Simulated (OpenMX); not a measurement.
BaTiO3 in OpenMX: the effect of biaxial strain

Crystal: BaTiO3.

```
Ba Ti O
1.0
     3.83981    0.00000    0.00000
     0.00000    3.83981    0.00000
     0.00000    0.00000    4.01800
Ba Ti O
1 1 3
Cartesian
  0.0000 0.0000 0.0000
  1.9199 1.9199 1.9688
  0.0000 1.9199 2.0773
  1.9199 0.0000 2.0773
  1.9199 1.9199 0.0763
```

Alike in all runs:

| Quantity | Value |
| --- | --- |
| Program | OpenMX 3.8.5 |
| Task | band structure |
| Functional | PBE |
| Potentials or basis | OpenMX 2013 PBE set, Ba10.0-s3p2d2, Ti7.0-s3p2d2, O6.0-s2p2d1, grid cutoff 400 Ry |
| k mesh | 5 × 5 × 5 |
| Occupations | fermi-dirac, width 0.05 eV |
| Spin | no spin polarisation |

```csv
biaxial strain,gap on the mesh (eV),pressure (GPa),largest force (eV/Å)
-4 %,1.79,22.2,0.45
-2 %,1.67,12.0,0.42
0 %,?,?,?
2 %,1.44,-2.4,0.47
4 %,1.33,-7.3,0.53
```

Question: What does the run with biaxial strain 0 % give?

Answer: gap on the mesh 1.55 eV; pressure 3.9 GPa; largest force 0.45 eV/Å.

Worked out: A straight line through the other rows of the gap on the mesh, of slope -0.0575 eV per %, gives 1.56 eV, against the run's 1.55. A parabola through the other rows of the pressure, of slope -3.67 GPa per % there, gives 3.9 GPa, against the run's 3.9. A parabola through the other rows of the largest force, of slope 0.0105 eV/Å per % there, gives 0.43 eV/Å, against the run's 0.45. The fit is too stiff a form for this range.

Caveats: spin-orbit coupling is left out, which moves the levels of the heavy elements; the mesh misses the band edges, which the band path finds closer together; the basis of atomic orbitals isn't converged, which shifts pressures, moduli and gaps.
